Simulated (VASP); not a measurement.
# Ba (I4/mcm) in VASP: density of states with optB88-vdW

Aim: the density of states of Ba with optB88-vdW.

Program: VASP 6.6.1. These are calculated values, not measurements. Logs are shortened: lines on timing, memory, paths and dates and some standing lists are left out, and cuts for length are marked.

### Step 1. The crystal as given

It takes space group I4/mcm (No. 140, tetragonal). The conventional cell has a = 8.262 Å, b = 8.262 Å, c = 7.674 Å, α = 90.00°, β = 90.00°, γ = 90.00°. Around Ba (site symmetry m2m) lie 7 Ba at 4.15 to 4.28 Å.

This isn't the form of Ba at room conditions, which is bcc.

### Step 2. Density of states, optB88-vdW

Input file run.py:

```python
from ase import Atoms
from ase.calculators.vasp import Vasp
from ase.dft.dos import DOS

atoms = Atoms(
    ['Ba', 'Ba', 'Ba', 'Ba'],
    cell=[[-4.1311947479, 4.1311947479, 3.8367706453], [4.1311947479, -4.1311947479, 3.8367706453], [4.1311947479, 4.1311947479, -3.8367706453]],
    scaled_positions=[[0.68185789, 0.18185789, 0.86371578], [0.31814211, 0.81814211, 0.13628422], [0.18185789, 0.31814211, 0.5], [0.81814211, 0.68185789, 0.5]],
    pbc=True,
)
calc = Vasp(
    directory='calc',
    xc='optb88-vdw',
    pp='PBE',
    setups='recommended',
    prec='Accurate',
    encut=520,
    ediff=1e-07,
    ismear=1,
    sigma=0.1,
    lreal=False,
    lasph=True,
    nelm=100,
    algo='Fast',
    isif=2,
    lwave=False,
    lcharg=False,
    lorbit=11,
    kpts=[5, 5, 5],
    gamma=True,
    nbands=28,
)
atoms.calc = calc

print('energy (eV):', atoms.get_potential_energy())
print('free energy (eV):', atoms.get_potential_energy(force_consistent=True))
print('forces (eV/A):')
print(atoms.get_forces())
print('stress (eV/A^3, Voigt):', atoms.get_stress())
print('Fermi level (eV):', calc.get_fermi_level())
dos = DOS(calc, width=0.1, window=(-10, 10), npts=201)
print('E - E_F (eV), DOS (1/eV)')
for e, g in zip(dos.get_energies(), dos.get_dos()):
    print(f'{e:8.3f} {g:10.4f}')
```

Potentials or basis: VASP PAW PBE potentials, release 64 (Ba_sv).

Run with:

```sh
$ python run.py
```

The program printed:

```text
<dir> UserWarning: vdW has been enabled, however no location for the vdw_kernel.bindat file has been specified. Set ASE_VASP_VDW environment variable to copy the vdW kernel.
  warnings.warn(
energy (eV): 1.70298914
free energy (eV): 1.70445424
forces (eV/A):
[[-0.06540829 -0.06540829 -0.        ]
 [ 0.06540829  0.06540829  0.        ]
 [ 0.06540829 -0.06540829  0.        ]
 [-0.06540829  0.06540829 -0.        ]]
stress (eV/A^3, Voigt): [ 0.00404445  0.00404445  0.00474093 -0.         -0.         -0.        ]
Fermi level (eV): 1.45455439
E - E_F (eV), DOS (1/eV)
 -10.000     0.0000
  -9.900     0.0000
  -9.800     0.0000
  -9.700     0.0000
  -9.600     0.0000
  -9.500     0.0000
[... 193 lines left out ...]
   9.900     0.0000
  10.000     0.0000
```

Wall time 9.5 min (1 thread of Intel Xeon Platinum 8488C (Sapphire Rapids), shared host); peak memory 1.2 GiB.

Results:

```yaml
Free_energy: 1.7045 eV
Pressure: -0.7 GPa
Largest_force: 0.093 eV/Å
Band_gap_on_the_k_mesh: none (metal or under the smearing width)
Valence_electrons_inside_the_program's_atomic_spheres: Ba 7.90
```

Forces in eV/Å, atoms in the order of the input:
```
Ba  -0.065 -0.065  0.000
Ba   0.065  0.065  0.000
Ba   0.065 -0.065  0.000
Ba  -0.065  0.065  0.000
```

Stress tensor (GPa, compression positive):
```
-0.65  0.00  0.00
 0.00 -0.65  0.00
 0.00  0.00 -0.76
```

States per cell in windows of 1 eV (zero at the Fermi level; states under -8 eV left out):
| from (eV) | total | Ba1_d | Ba2_d | Ba3_d | Ba4_d | Ba1_p | Ba2_p |
| --- | --- | --- | --- | --- | --- | --- | --- |
| -8.0 | 0.00 | 0.00 | 0.00 | 0.00 | 0.00 | 0.00 | 0.00 |
| -7.0 | 0.00 | 0.00 | 0.00 | 0.00 | 0.00 | 0.00 | 0.00 |
| -6.0 | 0.00 | 0.00 | 0.00 | 0.00 | 0.00 | 0.00 | 0.00 |
| -5.0 | 0.00 | 0.00 | 0.00 | 0.00 | 0.00 | 0.00 | 0.00 |
| -4.0 | 0.00 | 0.00 | 0.00 | 0.00 | 0.00 | 0.00 | 0.00 |
| -3.0 | 0.30 | 0.00 | 0.00 | 0.00 | 0.00 | 0.00 | 0.00 |
| -2.0 | 1.71 | 0.02 | 0.02 | 0.02 | 0.02 | 0.01 | 0.01 |
| -1.0 | 5.88 | 0.27 | 0.27 | 0.27 | 0.27 | 0.03 | 0.03 |
| 0.0 | 9.14 | 0.68 | 0.68 | 0.68 | 0.68 | 0.07 | 0.07 |
| 1.0 | 6.95 | 0.64 | 0.64 | 0.64 | 0.64 | 0.05 | 0.05 |
| 2.0 | 0.02 | 0.00 | 0.00 | 0.00 | 0.00 | 0.00 | 0.00 |

Caveat: the PAW data sets were made with another functional, which shifts forces and pressure a little.
